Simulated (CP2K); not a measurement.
Crystal: In.

```
In
1.0
     3.33548    0.00000    0.00000
    -1.66774    2.88861    0.00000
     0.00000    0.00000    5.50914
In
2
Direct
  0.66667 0.33333 0.75000
  0.33333 0.66667 0.25000
```

This isn't the form of In at room conditions, which is tetragonal.

Base run:

| Quantity | Value |
| --- | --- |
| Program | CP2K 2026.2 |
| Functional | PBE |
| Potentials or basis | POTENTIAL_UZH In GTH-PBE-q13; TZVP-MOLOPT-PBE-GTH basis |
| Density cutoff | 6123 eV |
| k mesh | 9 × 9 × 5 |
| Occupations | gaussian, width 0.1 eV |
| Spin | no spin polarisation |

Its results: band gap on the k mesh none (metal or under the smearing width); pressure 1.8 GPa.

Q: The run is repeated on the same cell with these changes: functional from PBE to PBEsol; occupations from gaussian, width 0.1 eV to gaussian, width 0.02 eV. What comes out?

A: Band gap on the k mesh none (metal or under the smearing width); pressure -1.2 GPa.

Caveats: the basis of atomic orbitals isn't converged, which shifts pressures, moduli and gaps; the potentials were made for another functional, which shifts forces and pressure (some runs).
